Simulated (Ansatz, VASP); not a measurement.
# SiO2 in VASP and in Ansatz

```
Si O
1.0
    -1.94099    1.94099    3.87704
     1.94099   -1.94099    3.87704
     1.94099    1.94099   -3.87704
Si O
2 4
Cartesian
  0.0000 0.0000 0.0000
  0.0000 1.9410 1.9385
  0.8349 0.9705 0.9693
  0.9705 2.7759 2.9078
  -0.9705 1.1061 2.9078
  -0.8349 2.9115 0.9693
```

Alike in both runs: functional LDA; k mesh 8 × 8 × 8; occupations gaussian, width 0.02 eV; no spin polarisation.

Ansatz relaxed the structure, and its values are those at the end. VASP's run is a single point on that final structure, the one shown.

|  | VASP | Ansatz |
| --- | --- | --- |
| version | VASP 6.6.1 | Ansatz 0.2.0 |
| potentials or method | VASP PAW LDA potentials, release 64 (Si, O) | scalar-relativistic, plane waves, PAW |
| plane-wave cutoff (eV) | 520 | 420 |
| valence electrons in the cell | 32 | 32 |

|  | VASP | Ansatz | Ansatz less VASP |
| --- | --- | --- | --- |
| gap on the k mesh at the Fermi level (eV) | 6.47 | 6.46 | -0.006 |
| least direct gap on the mesh (eV) | 6.89 | 6.89 | -0.006 |
| pressure (GPa) | 16.2 | 15.0 | -1.22 |
| rms of the force components (eV/Å) | 0.039 | 0.001 | -0.0387 |

Caveats: so large a pressure means that the cell lies far from this level's equilibrium, or that cutoff or potentials fall short (VASP). A k mesh can miss the band edges.
